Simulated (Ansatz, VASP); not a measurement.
**Two plane-wave programs on TiB2**

The input INCAR:

```
PREC     = Accurate       # precision mode
ENCUT    = 600            # plane-wave cutoff, eV
EDIFF    = 1E-6           # SCF threshold, eV
ISMEAR   = 0              # smearing method
SIGMA    = 0.1            # smearing width, eV
LREAL    = False          # projectors in reciprocal space
LASPH    = True           # aspherical terms in the spheres
NELM     = 100            # most SCF steps
ALGO     = Fast           # electronic algorithm
ISIF     = 3              # what is computed and relaxed
LWAVE    = False          # write WAVECAR
LCHARG   = False          # write CHGCAR
GGA      = PE             # functional
IVDW     = 12             # dispersion correction
IBRION   = 2              # ionic algorithm
NSW      = 100            # ionic steps
EDIFFG   = -0.01          # ionic threshold
```

KPOINTS

```
regular mesh
0
Gamma
  18 18 14
```

POSCAR

```
TiB2
1.0
    3.0090363989      0.0000000000      0.0000000000
   -1.5045181995      2.6059019624      0.0000000000
    0.0000000000      0.0000000000      3.1707172704
Ti B
1 2
Direct
    0.0000000000      0.0000000000      0.0000000000
    0.3333333333      0.6666666667      0.5000000000
    0.6666666667      0.3333333333      0.5000000000
```

Input for Ansatz:

```yaml
crystal:
  lattice:
    - [3.0090363989, 0.0, 0.0]
    - [-1.5045181995, 2.6059019624, 0.0]
    - [0.0, 0.0, 3.1707172704]
  atoms:
    - { symbol: Ti, position: [0.0, 0.0, 0.0] }
    - { symbol: B, position: [0.3333333333, 0.6666666667, 0.5] }
    - { symbol: B, position: [0.6666666667, 0.3333333333, 0.5] }
basis:
  ecutwfc: 420
kpoints:
  mp_grid: { grid: [18, 18, 14] }
hamiltonian:
  xc: pbe
  dispersion: d3bj
scf:
  occupations: { method: gaussian, width: 0.1 }
output:
  forces: true
  stress: true
  eigenvalues: true
relax:
  adjacent_minimum: "off"
  f_tol: 0.01
  max_steps: 80
  cell: { stress_tol: 0.05 }
```

Alike in both runs: task relaxation of cell and atoms; functional PBE; dispersion D3(BJ); k mesh 18 × 18 × 14; occupations gaussian, width 0.1 eV; no spin polarisation.

|  | VASP | Ansatz |
| --- | --- | --- |
| version | VASP 6.6.1 | Ansatz 0.2.0 |
| potentials or method | VASP PAW PBE potentials, release 64 (Ti_sv, B) | scalar-relativistic, plane waves, PAW |
| plane-wave cutoff (eV) | 600 | 420 |
| valence electrons in the cell | 18 | 18 |

```csv
,VASP,Ansatz,Ansatz less VASP
"gap on the k mesh at the Fermi level, each at its own relaxed structure (eV)",none,none,-
relaxed volume (Å³/atom),8.29,8.29,-0.005
relaxed cell length with the largest relative difference (Å),3.182,3.182,-0.0007
```

A gap of «none» marks a metal or a gap that the smearing closes.

Caveats: pairwise dispersion overbinds metals, which lowers pressure and volume.
